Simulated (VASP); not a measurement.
# ZnSe in VASP: how settings move the PBE single point

Aim: see what changed inputs do to the PBE single point of ZnSe built on the zincblende prototype, under -2.0 % strain along x alone.

The runs shown are made with VASP 6.6.1. PAW datasets, plane waves. Spin-unpolarised throughout; all numbers are computed.

**1. The system as given**

The cell comes from an earlier relaxation with r2SCAN in another program, then strained, with the atoms relaxed again.

The symmetry is I-4m2 (No. 119, tetragonal); conventional cell a = 4.006 Å, c = 5.552 Å, 22.27 Å³ an atom. Around Zn lie 4 Se at 2.44 Å; around Se lie 4 Zn at 2.44 Å.

Structure file:

```cif
data_structure
_symmetry_space_group_name_H-M 'P 1'
_symmetry_Int_Tables_number 1
_cell_length_a 4.0056
_cell_length_b 3.9658
_cell_length_c 3.9658
_cell_angle_alpha 60.666
_cell_angle_beta 59.667
_cell_angle_gamma 59.667
_cell_volume 44.54
loop_
_atom_site_label
_atom_site_type_symbol
_atom_site_fract_x
_atom_site_fract_y
_atom_site_fract_z
_atom_site_occupancy
Zn1 Zn 0.00000 0.00000 0.00000 1
Se1 Se 0.25000 0.25000 0.25000 1
```

**2. Reference**

The input, INCAR:

```
ENCUT = 520.000000
SIGMA = 0.020000
EDIFF = 1.00e-07
GGA = PE
PREC = Accurate
IBRION = -1
ISIF = 2
ISMEAR = -1
NBANDS = 16
NELM = 120
NSW = 0
LASPH = .TRUE.
LCHARG = .FALSE.
LWAVE = .FALSE.
LREAL = .FALSE.
```

The input, KPOINTS:

```
KPOINTS created by Atomic Simulation Environment
0
Gamma
8 8 8
0 0 0
```

The input, POSCAR:

```
Zn Se
 1.0000000000000000
     0.0000000000000000    2.8324206848000002    2.8324206848000002
     2.7757722711000001    0.0000000000000000    2.8324206848000002
     2.7757722711000001    2.8324206848000002    0.0000000000000000
 Zn  Se
   1   1
Cartesian
  0.0000000000000000  0.0000000000000000  0.0000000000000000
  1.3878861355500001  1.4162103424000001  1.4162103424000001
```

A file KPOINTS_OPT adds named points for the levels; it doesn't enter the self-consistent loop.

Potentials: the recommended PBE PAW datasets, 18 valence electrons.

Launch:

```sh
> mpirun -np 1 vasp_std
```

The closing lines of the self-consistent loop in OSZICAR:

```text
DAV:  12    -0.600008328927E+01   -0.98009E-06   -0.55603E-06  2456   0.140E-02    0.254E-03
DAV:  13    -0.600008358341E+01   -0.29414E-06   -0.45571E-07  2320   0.488E-03    0.122E-03
DAV:  14    -0.600008355078E+01    0.32634E-07   -0.28421E-08  1984   0.187E-03
   1 F= -.60000836E+01 E0= -.60000836E+01  d E =-.571391E-11
```

It took 38 s on 1 MPI rank of Intel Xeon Platinum 8488C, shared host; peak memory 0.22 GiB.

Values of the reference: energy (σ→0) -6.0001 eV, pressure 3.85 GPa, gap on the mesh 1.33 eV.

**3. Altered input 1**

INCAR: that of step 2 with these lines changed.

```diff
@@ -15 +15,2 @@
 LREAL = .FALSE.
+ALGO = Fast
```

KPOINTS is that of step 2.

POSCAR is that of step 2.

Launch:

```sh
> mpirun -np 1 vasp_std
```

Standard output, without the iteration lines:

```text
POSCAR found type information on POSCAR ZnSe
 POSCAR found :  2 types and       2 ions
 LDA part: xc-table for (Slater+PW92), standard interpolation
 POSCAR, INCAR and KPOINTS ok, starting setup
 FFT: planning ... GRIDC
 FFT: planning ... GRID_SOFT
 FFT: planning ... GRID
 WAVECAR not read
 entering main loop
WARNING in EDDRMM: call to ZHEGV failed, returncode =   8  4     16
```

OSZICAR:

```text
N       E                     dE             d eps       ncg     rms          rms(c)
DAV:   1     0.872676848269E+02    0.87268E+02   -0.88811E+03  1888   0.129E+03
DAV:   2    -0.893295243064E+00   -0.88161E+02   -0.82787E+02  2104   0.251E+02
DAV:   3    -0.624589196548E+01   -0.53526E+01   -0.53336E+01  2232   0.608E+01
DAV:   4    -0.628819789513E+01   -0.42306E-01   -0.42302E-01  2360   0.580E+00
DAV:   5    -0.628839170364E+01   -0.19381E-03   -0.19381E-03  2352   0.357E-01    0.494E+00
RMM:   6    -0.602422758639E+01    0.26416E+00   -0.52933E-01  2196   0.692E+00    0.387E+00
RMM:   7    -0.599988438043E+01    0.24343E-01   -0.10693E-01  2166   0.310E+00    0.150E+00
RMM:   8    -0.600024597350E+01   -0.36159E-03   -0.17869E-02  2401   0.953E-01    0.602E-01
RMM:   9    -0.600006897599E+01    0.17700E-03   -0.37323E-03  2199   0.675E-01    0.166E-01
RMM:  10    -0.600003089695E+01    0.38079E-04   -0.63071E-04  2464   0.266E-01    0.526E-02
RMM:  11    -0.600008107887E+01   -0.50182E-04   -0.13991E-04  2164   0.940E-02    0.524E-02
RMM:  12    -0.600008296517E+01   -0.18863E-05   -0.19884E-05  2330   0.460E-02    0.384E-03
RMM:  13    -0.600008348839E+01   -0.52322E-06   -0.34044E-06  2327   0.170E-02    0.463E-03
RMM:  14    -0.600008356283E+01   -0.74449E-07   -0.12594E-06  2243   0.122E-02    0.434E-04
RMM:  15    -0.600008358255E+01   -0.19712E-07   -0.17369E-07  1793   0.423E-03
   1 F= -.60000836E+01 E0= -.60000836E+01  d E =-.475603E-12
```

Parts of OUTCAR:

```text
k-points           NKPTS =     59   k-points in BZ     NKDIM =     59   number of bands    NBANDS=     16

   NELECT =      18.0000    total number of electrons

   dimension x,y,z NGX =    30 NGY =   30 NGZ =   30
   dimension x,y,z NGXF=    60 NGYF=   60 NGZF=   60

  energy-cutoff  :      520.00
  volume of cell :       44.54
      direct lattice vectors                 reciprocal lattice vectors
     0.000000000  2.832420685  2.832420685    -0.180130051  0.176527450  0.176527450
     2.775772271  0.000000000  2.832420685     0.180130051 -0.176527450  0.176527450
     2.775772271  2.832420685  0.000000000     0.180130051  0.176527450 -0.176527450

 k-points in reciprocal lattice and weights: KPOINTS created by Atomic Simulation Env
   0.00000000  0.00000000  0.00000000       0.002
   0.12500000  0.00000000  0.00000000       0.016
   0.25000000  0.00000000  0.00000000       0.016
   0.37500000  0.00000000  0.00000000       0.016
   0.50000000  0.00000000  0.00000000       0.008
   0.12500000  0.12500000  0.00000000       0.008
   0.25000000  0.12500000  0.00000000       0.031
   0.37500000  0.12500000  0.00000000       0.031
[... 51 more k-points ...]

 E-fermi :   2.2916

 k-point     1 :       0.0000    0.0000    0.0000
  band No.  band energies     occupation
      1     -11.5985      2.00000
      2      -4.8286      2.00000
      3      -4.8286      2.00000
      4      -4.8195      2.00000
      5      -4.4383      2.00000
      6      -4.4344      2.00000
      7       1.7769      2.00000
      8       1.7769      2.00000
      9       1.8492      2.00000
     10       3.1783      0.00000
     11       7.5921      0.00000
     12       7.5991      0.00000
     13       7.5991      0.00000
     14      11.8120      0.00000
     15      13.1242      0.00000
     16      13.4761      0.00000

 k-point     2 :       0.1250    0.0000    0.0000
  band No.  band energies     occupation
      1     -11.4936      2.00000
      2      -4.8212      2.00000
      3      -4.8123      2.00000
      4      -4.8044      2.00000
      5      -4.4393      2.00000
      6      -4.4363      2.00000
      7       0.4685      2.00000
      8       1.6125      2.00000
      9       1.6736      2.00000
     10       4.1582      0.00000
     11       7.5487      0.00000
     12       7.8539      0.00000
     13       7.8689      0.00000
     14      12.3766      0.00000
     15      12.5762      0.00000
     16      12.7280      0.00000

 k-point     3 :       0.2500    0.0000    0.0000
  band No.  band energies     occupation
      1     -11.2203      2.00000
      2      -4.7768      2.00000
      3      -4.7726      2.00000
      4      -4.7626      2.00000
      5      -4.4362      2.00000
      6      -4.4362      2.00000
      7      -1.3013      2.00000
      8       1.2625      2.00000
      9       1.3494      2.00000
     10       4.6040      0.00000
     11       8.2034      0.00000
     12       8.2410      0.00000
     13       8.4726      0.00000
     14      12.2260      0.00000
     15      12.2674      0.00000
     16      12.6180      0.00000

[... the tables of k-points 4 to 59 left out ...]

  Total        1.1981025      1.0213561      1.0213561      0.0000000      0.0000000      0.0000000
  in kB       43.0997969     36.7416316     36.7416316      0.0000000      0.0000000      0.0000000
  external PRESSURE =      38.8610200 kB  Pullay stress =       0.0000000 kB

 POSITION                                       TOTAL-FORCE (eV/Angst)
 -----------------------------------------------------------------------------------
      0.00000      0.00000      0.00000        -0.000000      0.000000      0.000000
      1.38789      1.41621      1.41621         0.000000      0.000000      0.000000
 -----------------------------------------------------------------------------------
    total drift:                               -0.000000     -0.000000     -0.000000

  FREE ENERGIE OF THE ION-ELECTRON SYSTEM (eV)
  ---------------------------------------------------
  free  energy   TOTEN  =        -6.0000835825 eV

  energy  without entropy=       -6.0000835825  energy(sigma->0) =       -6.00008358
```

Wall time 39 s (1 MPI rank of Intel Xeon Platinum 8488C, shared host); peak memory 0.19 GiB.

Changed: ALGO = Fast. The run ends normally. Against the reference the energy moves by less than 0.1 meV/atom. The route differs and the result agrees.

**4. Altered input 2**

INCAR: that of step 2 with these lines changed.

```diff
@@ -9,3 +9,2 @@
 NBANDS = 16
-NELM = 120
 NSW = 0
@@ -15 +14,4 @@
 LREAL = .FALSE.
+ALGO = Conjugate
+NELECT = 18.02
+NELM = 93
```

KPOINTS is that of step 2.

POSCAR is that of step 2.

Launch:

```sh
> mpirun -np 1 vasp_std
```

Standard output, without the iteration lines:

```text
POSCAR found type information on POSCAR ZnSe
 POSCAR found :  2 types and       2 ions
 LDA part: xc-table for (Slater+PW92), standard interpolation
 POSCAR, INCAR and KPOINTS ok, starting setup
 FFT: planning ... GRIDC
 FFT: planning ... GRID_SOFT
 FFT: planning ... GRID
 WAVECAR not read
 entering main loop
 gam= 0.000 g(H,U,f)=  0.133E+01 0.688E+00 0.418E-09 ort(H,U,f) = 0.000E+00 0.000E+00 0.000E+00
 gam= 0.000 trial= 0.400  step=  0.3220 mean=  0.4000
 gam= 0.130 g(H,U,f)=  0.165E+00 0.990E-01 0.157E-08 ort(H,U,f) =-0.215E+00 0.225E+00 0.336E-08
 gam= 0.130 trial= 0.392  step=  0.6207 mean=  0.3922
 gam= 0.106 g(H,U,f)=  0.226E-01 0.544E-02 0.164E-08 ort(H,U,f) =-0.274E-01 0.273E-01 0.113E-07
 gam= 0.106 trial= 0.415  step=  0.8694 mean=  0.4150
 gam= 0.207 g(H,U,f)=  0.496E-02 0.837E-03 0.494E-09 ort(H,U,f) =-0.278E-02 0.287E-02 0.284E-08
 gam= 0.207 trial= 0.460  step=  0.4285 mean=  0.4605
 gam= 0.251 g(H,U,f)=  0.143E-02 0.242E-04 0.366E-10 ort(H,U,f) = 0.236E-04-0.335E-04 0.328E-09
 gam= 0.251 trial= 0.457  step=  0.6155 mean=  0.4573
 gam= 0.062 g(H,U,f)=  0.871E-04 0.291E-05 0.848E-11 ort(H,U,f) =-0.255E-05 0.138E-04 0.608E-10
 gam= 0.062 trial= 0.473  step=  0.7430 mean=  0.4731
 gam= 0.170 g(H,U,f)=  0.142E-04 0.104E-05 0.107E-11 ort(H,U,f) = 0.177E-05 0.149E-05 0.441E-11
 gam= 0.170 trial= 0.500  step=  0.4932 mean=  0.5001
 gam= 0.280 g(H,U,f)=  0.373E-05 0.549E-06 0.439E-13 ort(H,U,f) =-0.709E-06 0.633E-07 0.370E-12
 gam= 0.280 trial= 0.499  step=  0.5674 mean=  0.4994
 gam= 0.106 g(H,U,f)=  0.379E-06 0.745E-07 0.159E-12 ort(H,U,f) = 0.187E-06 0.219E-06 0.281E-12
 gam= 0.106 trial= 0.506  step=  0.7005 mean=  0.5062
 gam= 0.296 g(H,U,f)=  0.109E-06 0.252E-07 0.643E-13 ort(H,U,f) = 0.380E-07 0.432E-07 0.120E-12
 gam= 0.296 trial= 0.526  step=  1.0218 mean=  0.5256
 gam= 0.000 g(H,U,f)=  0.256E-06 0.231E-07 0.942E-14 ort(H,U,f) =-0.156E-06-0.626E-08-0.383E-13
 gam= 0.000 trial= 0.575  step=  0.2449 mean=  0.5753
 final diagonalization occupied
```

OSZICAR:

```text
N       E                     dE             d eps       ncg     rms           ort
DAV:   1     0.874764881376E+02    0.87476E+02   -0.94134E+03   944   0.146E+03
DAV:   2    -0.815380489704E+00   -0.88292E+02   -0.82894E+02   944   0.251E+02
DAV:   3    -0.617120962677E+01   -0.53558E+01   -0.53369E+01   944   0.608E+01
DAV:   4    -0.621353325378E+01   -0.42324E-01   -0.42320E-01   944   0.580E+00
DAV:   5    -0.621372706268E+01   -0.19381E-03   -0.19381E-03   944   0.357E-01
SDA:   6    -0.550111335611E+01    0.71261E+00   -0.19381E-03   944   0.202E+01   0.000E+00
CGA:   7    -0.582513973168E+01   -0.32403E+00   -0.32559E+00   944   0.264E+00   0.102E-01
CGA:   8    -0.590732639036E+01   -0.82187E-01   -0.82215E-01   944   0.280E-01  -0.171E-03
CGA:   9    -0.591952871361E+01   -0.12202E-01   -0.12181E-01   944   0.580E-02   0.959E-04
CGA:  10    -0.592077480012E+01   -0.12461E-02   -0.12461E-02   944   0.146E-02  -0.994E-05
CGA:  11    -0.592122328384E+01   -0.44848E-03   -0.44760E-03   944   0.900E-04   0.112E-04
CGA:  12    -0.592125741598E+01   -0.34132E-04   -0.33691E-04   944   0.153E-04   0.327E-05
CGA:  13    -0.592126131861E+01   -0.39026E-05   -0.39012E-05   944   0.428E-05  -0.646E-06
CGA:  14    -0.592126249454E+01   -0.11759E-05   -0.11621E-05   944   0.453E-06   0.406E-06
CGA:  15    -0.592126267571E+01   -0.18117E-06   -0.17378E-06   944   0.134E-06   0.812E-07
SDA:  16    -0.592126271659E+01   -0.40880E-07   -0.80697E-07   944   0.279E-06  -0.162E-06
   1 F= -.59212627E+01 E0= -.59210462E+01  d E =-.433012E-03
```

From OUTCAR:

```text
k-points           NKPTS =     59   k-points in BZ     NKDIM =     59   number of bands    NBANDS=     16

   NELECT =      18.0200    total number of electrons

   dimension x,y,z NGX =    30 NGY =   30 NGZ =   30
   dimension x,y,z NGXF=    60 NGYF=   60 NGZF=   60

  energy-cutoff  :      520.00
  volume of cell :       44.54
      direct lattice vectors                 reciprocal lattice vectors
     0.000000000  2.832420685  2.832420685    -0.180130051  0.176527450  0.176527450
     2.775772271  0.000000000  2.832420685     0.180130051 -0.176527450  0.176527450
     2.775772271  2.832420685  0.000000000     0.180130051  0.176527450 -0.176527450

 k-points in reciprocal lattice and weights: KPOINTS created by Atomic Simulation Env
   0.00000000  0.00000000  0.00000000       0.002
   0.12500000  0.00000000  0.00000000       0.016
   0.25000000  0.00000000  0.00000000       0.016
   0.37500000  0.00000000  0.00000000       0.016
   0.50000000  0.00000000  0.00000000       0.008
   0.12500000  0.12500000  0.00000000       0.008
   0.25000000  0.12500000  0.00000000       0.031
   0.37500000  0.12500000  0.00000000       0.031
[... 51 more k-points ...]

 E-fermi :   4.1523

 k-point     1 :       0.0000    0.0000    0.0000
  band No.  band energies     occupation
      1     -11.5997      2.00000
      2      -4.8266      2.00000
      3      -4.8265      2.00000
      4      -4.8175      2.00000
      5      -4.4360      2.00000
      6      -4.4321      2.00000
      7       1.7770      2.00000
      8       1.7770      2.00000
      9       1.8491      2.00000
     10       3.1691      2.00000
     11       7.5851      0.00000
     12       7.5921      0.00000
     13       7.5921      0.00000
     14      11.7946      0.00000
     15      13.1178      0.00000
     16      13.4697      0.00000

 k-point     2 :       0.1250    0.0000    0.0000
  band No.  band energies     occupation
      1     -11.4946      2.00000
      2      -4.8194      2.00000
      3      -4.8102      2.00000
      4      -4.8024      2.00000
      5      -4.4370      2.00000
      6      -4.4340      2.00000
      7       0.4660      2.00000
      8       1.6122      2.00000
      9       1.6733      2.00000
     10       4.1511      1.02998
     11       7.5402      0.00000
     12       7.8470      0.00000
     13       7.8620      0.00000
     14      12.3663      0.00000
     15      12.5636      0.00000
     16      12.7138      0.00000

 k-point     3 :       0.2500    0.0000    0.0000
  band No.  band energies     occupation
      1     -11.2209      2.00000
      2      -4.7747      2.00000
      3      -4.7710      2.00000
      4      -4.7610      2.00000
      5      -4.4340      2.00000
      6      -4.4339      2.00000
      7      -1.3047      2.00000
      8       1.2619      2.00000
      9       1.3488      2.00000
     10       4.5965      0.00000
     11       8.1961      0.00000
     12       8.2332      0.00000
     13       8.4627      0.00000
     14      12.2155      0.00000
     15      12.2548      0.00000
     16      12.5980      0.00000

[... the tables of k-points 4 to 59 left out ...]

  Total        1.4469776      1.2741849      1.2741849      0.0000000      0.0000000     -0.0000000
  in kB       52.0526758     45.8367357     45.8367357      0.0000000      0.0000000     -0.0000000
  external PRESSURE =      47.9087158 kB  Pullay stress =       0.0000000 kB

 POSITION                                       TOTAL-FORCE (eV/Angst)
 -----------------------------------------------------------------------------------
      0.00000      0.00000      0.00000         0.000000      0.000000      0.000000
      1.38789      1.41621      1.41621        -0.000000     -0.000000     -0.000000
 -----------------------------------------------------------------------------------
    total drift:                               -0.000000     -0.000000     -0.000000

  FREE ENERGIE OF THE ION-ELECTRON SYSTEM (eV)
  ---------------------------------------------------
  free  energy   TOTEN  =        -5.9212627166 eV

  energy  without entropy=       -5.9208297049  energy(sigma->0) =       -5.92104621
```

Wall time 36 s (1 MPI rank of Intel Xeon Platinum 8488C, shared host); peak memory 0.22 GiB.

Changed: ALGO = Conjugate, NELECT = 18.02, NELM = 93. VASP runs to the end. Its total energy is on another scale than the reference's; the pressure goes from 3.9 to 4.8 GPa. The pressure of a charged cell depends on the background and is no physical response. The cell is charged, with a uniform background to balance it.

(Part 1 of 2 ends here.)
